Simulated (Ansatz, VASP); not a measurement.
# BaTiO3 in VASP and in Ansatz

The input INCAR:

```
SYSTEM = BaTiO3
PREC = Accurate
ENCUT = 520
EDIFF = 1E-7
ISMEAR = -1
SIGMA = 0.05
LREAL = .FALSE.
LASPH = .TRUE.
NELM = 60
ALGO = Normal
ISIF = 2
LWAVE = .FALSE.
LCHARG = .FALSE.
GGA = PS
NBANDS = 28
```

KPOINTS

```
Automatic mesh
0
G
  8 8 8
  0 0 0
```

File POSCAR:

```
BaTiO3
1.0
    3.9841000000      0.0000000000      0.0000000000
    0.0000000000      2.8370500000      2.8173420000
    0.0000000000     -2.8370500000      2.8173420000
Ba Ti O
1 1 3
Direct
    0.0000000000      0.0000000000      0.0000000000
    0.5000000000      0.5079000000      0.5079000000
    0.0000000000      0.4921000000      0.4921000000
    0.5000000000      0.5025100000      0.9937100000
    0.5000000000      0.9937100000      0.5025100000
```

Input for Ansatz:

```yaml
crystal:
  lattice:
    - [3.9841, 0.0, 0.0]
    - [0.0, 2.83705, 2.817342]
    - [0.0, -2.83705, 2.817342]
  atoms:
    - { symbol: Ba, position: [0.0, 0.0, 0.0] }
    - { symbol: Ti, position: [0.5, 0.5079, 0.5079] }
    - { symbol: O, position: [0.0, 0.4921, 0.4921] }
    - { symbol: O, position: [0.5, 0.50251, 0.99371] }
    - { symbol: O, position: [0.5, 0.99371, 0.50251] }
kpoints:
  mp_grid: { grid: [8, 8, 8] }
  band_path:
    path:
      - [0.0, 0.0, 0.0]
      - [0.0, 0.5, -0.5]
      - [0.0, 0.5034612622, -0.4965387378]
      - [0.0, 0.4965387378, 0.4965387378]
      - [0.0, 0.0, 0.0]
      - [0.5, 0.0, 0.0]
      - [0.5, 0.4965387378, 0.4965387378]
      - [0.5, 0.5034612622, -0.4965387378]
      - [0.5, 0.5, -0.5]
    npoints: 5
scf:
  occupations: { method: fermi_dirac, width: 0.05 }
hamiltonian:
  xc: pbesol
  pseudopotentials: { kind: all_electron, lapw: { basis_error: 0.001 } }
output:
  forces: true
  stress: true
  eigenvalues: true
```

Change from the starting cell: zz strain of -1 %.

Alike in both runs: task single point; functional PBEsol; k mesh 8 × 8 × 8; occupations fermi-dirac, width 0.05 eV; no spin polarisation.

```csv
,VASP,Ansatz
version,VASP 6.6.1,Ansatz 0.2.0
potentials or method,"VASP PAW PBE potentials, release 64 (Ba_sv, Ti_sv, O)","all-electron LAPW, scalar-relativistic"
plane-wave cutoff (eV),520,see its input
```

```tsv
	VASP	Ansatz	Ansatz less VASP
pressure (GPa)	-0.8	-2.7	-1.87
largest component of the traceless stress (GPa)	0.91	0.88	-0.029
rms of the force components (eV/Å)	0.080	0.085	+0.0049
```

Atom by atom the forces differ by 0.009 eV/Å (rms over components). Ansatz ran all-electron here, so the differences hold the error of VASP's frozen core and of both bases.

Caveats: the PAW data sets were made with another functional, which shifts forces and pressure a little (VASP); spin-orbit coupling is left out, which moves the levels of the heavy elements. A k mesh can miss the band edges.
